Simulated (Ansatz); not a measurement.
Runs of Ansatz 0.2.0 on FeO. The structure is trigonal, space group R-3m (No. 166). Conventional cell: a = 3.035 Å, b = 3.035 Å, c = 7.547 Å, α = 90.00°, β = 90.00°, γ = 120.00°. Around Fe (site symmetry -3m) lie 6 O at 2.16 Å. O (site symmetry -3m) has 6 Fe at 2.16 Å as nearest neighbours. 

```csv
level,spin,U,fixed moment (μB),cutoff (eV),hubbard projectors,double counting,gap on the mesh (eV),pressure (GPa),moment (μB)
PBE,"collinear, ferromagnetic start",-,2,420,-,-,-,-17.1,2.00
PBE+U,"collinear, random start",Fe d U = 5 eV,-,420,ortho-atomic (the default),fll (the default),(b),13.1,4.00
r2SCAN+U,"collinear, ferromagnetic start",Fe d U = 2 eV,-,500,ortho-atomic (the default),fll (the default),(a),2.5,4.00
PBE+U,"collinear, ferromagnetic start",Fe d U = 5 eV,4,420,ortho-atomic (the default),fll (the default),-,13.1,4.00
PBE,"collinear, ferromagnetic start",-,-,420,-,-,none,-0.6,4.00
```

Alike in all rows: task single point; potentials or basis Ansatz PAW; cell as given; k mesh 8 × 8 × 8; smearing gaussian 0.05 eV.

Problem. Estimate the missing entries.

Solution. (a) 0.66; (b) 1.08.

Caveats: a cell with one magnetic atom can't hold antiferromagnetic order, which such compounds often take; the magnetic or orbital state may not be the lowest (some runs); the total moment is fixed, so each spin has its own Fermi level (some runs); the thresholds are loose for stress (some runs); the PAW data sets come from PBE, with cores solved anew for the run's functional, which leaves a small shift of forces and pressure (some runs); semilocal functionals often make such compounds metallic where correlation or magnetic order opens a gap, which also shifts bond lengths (some runs).

A k mesh can miss the band edges.

A gap of «none» marks a metal or a gap under the smearing width.
